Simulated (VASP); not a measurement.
# Moments of CoO against U, part 2 of 2

How do the moments of CoO change with U? The starting structure is a measured crystal structure from the Crystallography Open Database. The reference starts from antiferromagnetic moments, in one pattern that fits into this cell.

VASP 6.6.1.

Results so far: PBEsol 2.41 μB on Co; PBEsol+U (Co d 2 eV) 2.56 μB on Co.

## 4. Run with PBEsol+U (Co d 4 eV) (continued)

Level of this step: PBEsol, DFT+U (Co d 4 eV), spin-polarised from an antiferromagnetic start; plane waves and PAW (Co, O) (VASP).

Parts of OUTCAR (step 4):

```text
  Total       -2.5821001     -2.5821001     -2.5821001      0.6224302     -0.6224302     -0.6224302
  in kB     -107.1757869   -107.1757869   -107.1757869     25.8353447    -25.8353447    -25.8353447
  external PRESSURE =    -107.1757869 kB  Pullay stress =       0.0000000 kB

 POSITION                                       TOTAL-FORCE (eV/Angst)
 -----------------------------------------------------------------------------------
      0.00000      0.00000      0.00000         0.000000     -0.000000      0.000000
      2.12900      2.12900      0.00000         0.000000      0.000000      0.000000
      2.12900      2.12900      2.12900         0.000000     -0.000000     -0.000000
      4.25800      4.25800      2.12900        -0.000000     -0.000000     -0.000000
 -----------------------------------------------------------------------------------
    total drift:                                0.000000     -0.000000     -0.000000

  FREE ENERGIE OF THE ION-ELECTRON SYSTEM (eV)
  ---------------------------------------------------
  free  energy   TOTEN  =       -23.9805891716 eV

  energy  without entropy=      -23.9714168043  energy(sigma->0) =      -23.97600299

 magnetization (x)
# of ion       s       p       d       tot
------------------------------------------
    1        0.004   0.001   2.674   2.679
    2       -0.004  -0.001  -2.674  -2.679
    3        0.000   0.000   0.000   0.000
    4        0.000   0.000   0.000   0.000
--------------------------------------------------
tot          0.000   0.000   0.000   0.000

[... 2 parts as in an earlier step ...]

[... 1 further part left out ...]
[key lines of the parts left out:]
E-fermi :   7.5107
```

PBEsol+U (Co d 4 eV): the moments inside the Co spheres have a mean size of 2.68 μB, and the cell carries 0.00 μB, with no gap.

## 5. Run with PBEsol+U (Co d 6 eV)

Against step 2 the input has LDAU = .TRUE., LDAUTYPE = 2, LDAUL = 2 -1, LDAUU = 6 0, LDAUJ = 0 0 and LDAUPRINT = 1.

File INCAR:

```
SYSTEM = CoO
PREC = Accurate
ENCUT = 480
EDIFF = 1E-07
NELM = 200
ISMEAR = 0
SIGMA = 0.05
LREAL = .FALSE.
ALGO = Normal
GGA = PS
NBANDS = 23
ISPIN = 2
MAGMOM = 2.4 -2.4 0 0
LDAU = .TRUE.
LDAUTYPE = 2
LDAUL = 2 -1
LDAUU = 6 0
LDAUJ = 0 0
LDAUPRINT = 1
LASPH = .TRUE.
LMAXMIX = 4
LORBIT = 11
LWAVE = .FALSE.
LCHARG = .FALSE.
KPAR = 8
```

File POSCAR:

```
CoO
1.0
    0.0000000000      2.1290000000      2.1290000000
    2.1290000000      0.0000000000      2.1290000000
    4.2580000000      4.2580000000      0.0000000000
Co O
2 2
Direct
    0.0000000000      0.0000000000      0.0000000000
    0.0000000000      0.0000000000      0.5000000000
    0.5000000000      0.5000000000      0.2500000000
    0.5000000000      0.5000000000      0.7500000000
```

File KPOINTS:

```
Automatic mesh
0
Gamma
14 14 14
0 0 0
```

Potentials, in the order of the species: Co and O (PBE family, release 64).

Launch:

```console
$ mpirun -np 8 vasp_std
```

Output:

```text
[... set-up lines as in an earlier step ...]
 entering main loop
       N       E                     dE             d eps       ncg     rms          rms(c)
DAV:   1     0.236453047050E+03    0.23645E+03   -0.13522E+04 26872   0.151E+03
DAV:   2     0.891515003232E+00   -0.23556E+03   -0.21411E+03 28085   0.334E+02
DAV:   3    -0.233798067332E+02   -0.24271E+02   -0.23491E+02 31480   0.128E+02
DAV:   4    -0.238908224535E+02   -0.51102E+00   -0.50990E+00 29636   0.193E+01
[...]
DAV:  19    -0.223368782485E+02   -0.71734E-06   -0.20450E-06 34950   0.156E-02    0.216E-03
DAV:  20    -0.223368786599E+02   -0.41141E-06   -0.10099E-06 27557   0.140E-02    0.864E-04
DAV:  21    -0.223368786682E+02   -0.83137E-08   -0.28591E-07 23036   0.519E-03
   1 F= -.22336879E+02 E0= -.22332523E+02  d E =-.871105E-02  mag=     0.0000
```

Elapsed: 42 s, on 8 MPI ranks of Intel Xeon 6975P-C (Granite Rapids), shared host; peak memory 3.7 GiB.

Parts of OUTCAR (step 5):

```text
  Total       -2.5531318     -2.5531318     -2.5531318      0.6033966     -0.6033966     -0.6033966
  in kB     -105.9733946   -105.9733946   -105.9733946     25.0453149    -25.0453149    -25.0453149
  external PRESSURE =    -105.9733946 kB  Pullay stress =       0.0000000 kB

 POSITION                                       TOTAL-FORCE (eV/Angst)
 -----------------------------------------------------------------------------------
      0.00000      0.00000      0.00000        -0.000000      0.000000     -0.000000
      2.12900      2.12900      0.00000        -0.000000     -0.000000     -0.000000
      2.12900      2.12900      2.12900         0.000000      0.000000      0.000000
      4.25800      4.25800      2.12900        -0.000000     -0.000000      0.000000
 -----------------------------------------------------------------------------------
    total drift:                                0.000000     -0.000000     -0.000000

  FREE ENERGIE OF THE ION-ELECTRON SYSTEM (eV)
  ---------------------------------------------------
  free  energy   TOTEN  =       -22.3368786682 eV

  energy  without entropy=      -22.3281676216  energy(sigma->0) =      -22.33252314

 magnetization (x)
# of ion       s       p       d       tot
------------------------------------------
    1        0.006   0.004   2.764   2.774
    2       -0.006  -0.004  -2.764  -2.774
    3        0.000   0.000   0.000   0.000
    4        0.000   0.000   0.000   0.000
--------------------------------------------------
tot          0.000   0.000   0.000   0.000

[... 2 parts as in an earlier step ...]

[... 1 further part left out ...]
[key lines of the parts left out:]
E-fermi :   7.4429
```

PBEsol+U (Co d 6 eV): the moments inside the Co spheres have a mean size of 2.77 μB, and the cell carries 0.00 μB, with no gap.

## 6. The runs compared

| run | mean size of the moment on Co (μB) | cell (μB) | gap on the mesh (eV) | core minutes |
| --- | --- | --- | --- | --- |
| PBEsol | 2.41 | 0.0 | none | 4.93 |
| PBEsol+U (Co d 2 eV) | 2.56 | 0.0 | 1.09 | 5.73 |
| PBEsol+U (Co d 4 eV) | 2.68 | 0.0 | none | 5.33 |
| PBEsol+U (Co d 6 eV) | 2.77 | 0.0 | none | 5.6 |

Core minutes are wall time times ranks of the run shown, on a shared host.

## 7. Outcome

| Quantity | Value |
| --- | --- |
| mean size of the moment on Co, PBEsol | 2.41 μB |
| mean size of the moment on Co, PBEsol+U (Co d 2 eV) | 2.56 μB |
| mean size of the moment on Co, PBEsol+U (Co d 4 eV) | 2.68 μB |
| mean size of the moment on Co, PBEsol+U (Co d 6 eV) | 2.77 μB |

In words: In order of rising U the Co moment is 2.41, 2.56, 2.68, 2.77 μB and the gap on the mesh no gap, 1.093 eV, no gap, no gap. DFT+U can end in one of several states, and no search among them was made. A gap that closes again at a larger U is a mark of that. With PBEsol+U (Co d 4 eV) and PBEsol+U (Co d 6 eV) the run lost its moment or lies above the energy that the smaller U allow for the lowest state (the energy can't curve upwards with U), so it ended in a higher state and its values aren't the effect of U. Orbital moments aren't included. Experiment finds antiferromagnetic order in this phase at low temperature (arxiv:2004.06613), which need not be an order tried here. Moments are counted inside the PAW spheres, so the part between the atoms is missing from them. The magnetic order was set by hand and not searched for; longer or canted orders weren't tried. Further runs on this material are not shown.

[Lines on the potential files, build, host, timing and source positions are cut from VASP's logs without a mark.]

[Logs are printed without paths, hosts, clocks, repeated set-up lines and the standing remarks that a program may print on its own settings, such as how far it seeks lower states.]

[Hosts, paths, dates, database ids (printed as entryN), source tags and the programs' standing remarks are cut or masked in the printed files.]
